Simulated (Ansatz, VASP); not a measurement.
## Two plane-wave programs on BN

```
B N
1.0
     2.65610    0.00000    0.00000
    -1.32805    2.30025    0.00000
     0.00000    0.00000    4.22685
B N
2 2
Direct
  0.66667 0.33333 0.99972
  0.33333 0.66667 0.49972
  0.66667 0.33333 0.62528
  0.33333 0.66667 0.12528
```

Change from the starting cell: strain +0.040 along x and y, +0.000 along z, atoms carried along.

Alike in both runs: task single point; functional LDA; k mesh 12 × 12 × 6; occupations gaussian, width 0.05 eV; no spin polarisation.

|  | VASP | Ansatz |
| --- | --- | --- |
| version | VASP 6.6.1 | Ansatz 0.2.0 |
| potentials or method | VASP PAW LDA potentials, release 64 (B, N) | scalar-relativistic, plane waves, PAW |
| plane-wave cutoff (eV) | 520 | 420 |
| valence electrons in the cell | 16 | 16 |

|  | VASP | Ansatz | Ansatz less VASP |
| --- | --- | --- | --- |
| gap on the k mesh at the Fermi level (eV) | 5.17 | 5.20 | +0.023 |
| least direct gap on the mesh (eV) | 7.43 | 7.44 | +0.010 |
| pressure (GPa) | -36.1 | -36.7 | -0.55 |
| largest component of the traceless stress (GPa) | 19.90 | 19.78 | -0.120 |

Caveats: the cell as given lies far from equilibrium; so large a pressure means that the cell lies far from this level's equilibrium, or that cutoff or potentials fall short (VASP). A k mesh can miss the band edges.
